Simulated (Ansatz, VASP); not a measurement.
Given: the input of a run of Ansatz 0.2.0 on Sr.

File input.yaml:

```yaml
crystal:
  lattice:
    - [0.0, 3.0219309284, 3.0219309284]
    - [3.0219309284, 0.0, 3.0219309284]
    - [3.0219309284, 3.0219309284, 0.0]
  atoms:
    - { symbol: Sr, position: [0.0, 0.0, 0.0] }
kpoints:
  mp_grid: { grid: [8, 8, 8] }
scf:
  occupations: { method: fermi_dirac, width: 0.05 }
hamiltonian:
  xc: lda
  pseudopotentials: { kind: all_electron, lapw: { basis_error: 0.001 } }
output:
  forces: true
  stress: true
  eigenvalues: true
```

Potentials or basis: all-electron LAPW, scalar-relativistic.

Launch:

```console
$ ansatz run input.yaml --threads 1 --pin off --max-ram 3072MiB --backend cpu --events-out ev --progress --plain --runs-dir out
```

Question: Translate it to VASP 6.6.1. Potentials there: VASP PAW LDA potentials, release 64 (Sr_sv).

Answer: As run (the cutoff follows the program's own potentials):

Contents of INCAR:

```
ALGO     = Fast           # electronic algorithm
EDIFF    = 1E-6           # SCF threshold, eV
ENCUT    = 520            # plane-wave cutoff, eV
GGA      = CA             # functional
ISIF     = 2              # what is computed and relaxed
ISMEAR   = -1             # smearing method
LASPH    = T              # aspherical terms in the spheres
LCHARG   = F              # write CHGCAR
LREAL    = F              # projectors in reciprocal space
LWAVE    = F              # write WAVECAR
NBANDS   = 11             # bands
NELM     = 60             # most SCF steps
PREC     = Accurate       # precision mode
SIGMA    = 0.05           # smearing width, eV
```

File KPOINTS:

```
k-points
0
Gamma
  8 8 8
```

POSCAR

```
Sr
1.0
    0.0000000000      3.0219309284      3.0219309284
    3.0219309284      0.0000000000      3.0219309284
    3.0219309284      3.0219309284      0.0000000000
Sr
1
Direct
    0.0000000000      0.0000000000      0.0000000000
```

Potentials or basis: VASP PAW LDA potentials, release 64 (Sr_sv).

Command:

```console
$ cat potpaw_LDA.64/Sr_sv/POTCAR > POTCAR
$ mpirun -np 1 vasp_std > vasp.out
```

Both were run:

|  | VASP | Ansatz | Ansatz less VASP |
| --- | --- | --- | --- |
| gap on the k mesh at the Fermi level (eV) | none | none | - |
| pressure (GPa) | -1.4 | -1.4 | +0.01 |

A gap of «none» marks a metal or a gap that the smearing closes. Ansatz ran all-electron here, so the differences hold the error of VASP's frozen core and of both bases.
